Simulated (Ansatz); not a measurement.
## As under changes of volume

One of the cells (22.434 Å³/atom); the others are scaled copies at fixed shape and fractional positions:

```xyz
4
Lattice="1.8250 -5.5000 0.0000 1.8250 5.5000 0.0000 0.0000 0.0000 4.4700" Properties=species:S:1:pos:R:3 pbc="T T T"
As    1.8250    1.2100    2.5032
As    1.8250   -4.2900    4.2018
As    1.8250   -1.2100    1.9668
As    1.8250    4.2900    0.2682
```

This isn't the form of As at room conditions, which is rhombohedral.

| Property | Result |
| --- | --- |
| Program | Ansatz 0.2.0 |
| Functional | PBE |
| Potentials or basis | Ansatz PAW |
| Cutoff | 420 eV (not typed: the program's choice for these potentials) |
| k mesh | 8 × 8 × 6 |
| Occupations | fermi-dirac, width 0.05 eV |
| Spin | no spin polarisation |

```tsv
volume (Å³/atom)	energy over the lowest point (meV/atom)	pressure (GPa)	largest force (eV/Å)
21.088	?	?	?
21.536	34.97	6.3	0.428
21.985	19.66	4.6	0.257
22.434	9.02	3.0	0.129
22.882	2.59	1.6	0.145
23.331	0.00	0.3	0.262
23.780	0.87	-0.9	0.388
```

Q: What does the run at 21.088 Å³/atom give?

A: Energy over the lowest point 55.41 meV/atom; pressure 8.3 GPa; largest force 0.618 eV/Å.

Worked out: A Birch-Murnaghan fit of order 3 (a polynomial in V^(-2/3)) to the other rows has its minimum at 23.44 Å³/atom with B0 = V·E''(V) = 63 GPa and B' = 4.0 at fixed shape and positions, which overstates the stiffness. It gives 55.37 meV/atom at 21.088 Å³/atom, against the run's 55.41, and -dE/dV = 8.3 GPa, against 8.3.

Energies are extrapolated to zero smearing.
